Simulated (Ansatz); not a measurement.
**Be under changes of volume**

One of the cells (8.105 Å³/atom); the others are scaled copies at fixed shape and fractional positions:

```
Be
1.0
     2.28530    0.00000    0.00000
    -1.14265    1.97913    0.00000
     0.00000    0.00000    3.58420
Be
2
Cartesian
  1.1427 0.6597 2.6882
  0.0000 1.3194 0.8961
```

| Item | Value |
| --- | --- |
| Program | Ansatz 0.2.0 |
| Functional | PBE |
| Potentials or basis | Ansatz PAW |
| Cutoff | 420 eV (not typed: the program's choice for these potentials) |
| k mesh | 13 × 13 × 8 |
| Occupations | fermi-dirac, width 0.05 eV |
| Spin | no spin polarisation |

| volume (Å³/atom) | energy over the lowest point (meV/atom) | pressure (GPa) |
| --- | --- | --- |
| 7.619 | 4.44 | 5.0 |
| 7.781 | 0.85 | 2.2 |
| 7.943 | 0.00 | -0.4 |
| 8.105 | 1.67 | -2.8 |
| 8.268 | 5.64 | -5.0 |
| 8.430 | ? | ? |
| 8.592 | 19.74 | -8.8 |

Q: What does the run at 8.430 Å³/atom give?

A: Energy over the lowest point 11.73 meV/atom; pressure -7.0 GPa.

Worked out: A Birch-Murnaghan fit of order 3 (a polynomial in V^(-2/3)) to the other rows has its minimum at 7.91 Å³/atom with B0 = V·E''(V) = 123 GPa and B' = 3.2 at fixed shape and positions, which overstates the stiffness. It gives 11.73 meV/atom at 8.430 Å³/atom, against the run's 11.73, and -dE/dV = -7.0 GPa, against -7.0.

Energies are extrapolated to zero smearing.
